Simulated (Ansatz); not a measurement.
O:

```
O
1.0
     1.66832    0.91781    3.68955
    -1.68572    0.94198    3.69110
     0.01223   -1.99187    3.72455
O
2
Direct
  0.05461 0.05461 0.05461
  0.94539 0.94539 0.94539
```

The cell isn't the ideal one: cell strained at random at fixed volume.

| Item | Value |
| --- | --- |
| Program | Ansatz 0.2.0 |
| Task | relaxation of the atoms |
| Functional | SVWN5 |
| Potentials or basis | all-electron LAPW, scalar-relativistic |
| Basis error allowed | 0.002 eV/atom |
| k mesh | 7 × 7 × 7 |
| Occupations | gaussian, width 0.15 eV |
| Spin | no spin polarisation |

At the start: volume 18.13 Å³/atom.

Task: Where does the relaxation end?

Result: Over 3 steps the energy falls by 2.1 meV/atom; space group P-1 (No. 2, to 0.05 Å).

Step by step:
```csv
step,energy change (eV),largest force (eV/Å)
1,0.0000,0.7340
2,-0.0041,0.0413
3,-0.0042,0.0010
```

Final structure:
```
O
1.0
     1.66832    0.91781    3.68955
    -1.68572    0.94198    3.69110
     0.01223   -1.99187    3.72455
O
2
Direct
  0.05629 0.05602 0.05020
  0.94371 0.94398 0.94980
```

Caveat: spin is off for a triplet molecule.
